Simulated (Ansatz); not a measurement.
Input:

```yaml
crystal:
  lattice:
    - [7.398, 0.0, 0.0]
    - [-3.699, 6.406856, 0.0]
    - [0.0, 0.0, 11.0]
  atoms:
    - { symbol: C, position: [0.0, 0.0, 0.09090909] }
    - { symbol: C, position: [0.22222222, 0.11111111, 0.09090909] }
    - { symbol: C, position: [0.0, 0.33333333, 0.09090909] }
    - { symbol: C, position: [0.22222222, 0.44444444, 0.09090909] }
    - { symbol: C, position: [0.0, 0.66666666, 0.09090909] }
    - { symbol: C, position: [0.22222222, 0.77777777, 0.09090909] }
    - { symbol: C, position: [0.33333333, 0.0, 0.09090909] }
    - { symbol: C, position: [0.55555556, 0.11111111, 0.09090909] }
    - { symbol: C, position: [0.33333333, 0.33333333, 0.09090909] }
    - { symbol: C, position: [0.55555555, 0.44444444, 0.09090909] }
    - { symbol: C, position: [0.33333333, 0.66666666, 0.09090909] }
    - { symbol: C, position: [0.55555555, 0.77777777, 0.09090909] }
    - { symbol: C, position: [0.66666667, 0.0, 0.09090909] }
    - { symbol: C, position: [0.88888889, 0.11111111, 0.09090909] }
    - { symbol: C, position: [0.66666667, 0.33333333, 0.09090909] }
    - { symbol: C, position: [0.88888889, 0.44444444, 0.09090909] }
    - { symbol: C, position: [0.66666666, 0.66666666, 0.09090909] }
    - { symbol: C, position: [0.88888889, 0.77777777, 0.09090909] }
    - { symbol: F, position: [0.61111111, 0.72222222, 0.19636364] }
    - { symbol: H, position: [0.7037037, 0.4074074, 0.18] }
basis:
  ecutwfc: 420.0
kpoints:
  mp_grid: { grid: [2, 2, 1] }
hamiltonian:
  xc: pbe
scf:
  occupations: { method: gaussian, width: 0.02 }
  lower_state_search: "off"
relax:
  f_tol: 0.03
  max_steps: 60
  adjacent_minimum: "off"
```

Launched with:

```bash
$ ansatz run input.yaml --threads 1 --pin off --max-ram 3072MiB --backend cpu --events-out ev --progress --plain --runs-dir out
```

Hardware: 1 thread of Arm Neoverse V2, with other jobs on the host.

**Question.** Roughly how long does this run take, and how much memory?

**Answer.** 99 s, with a peak of 0.61 GiB, for 20 ionic steps.
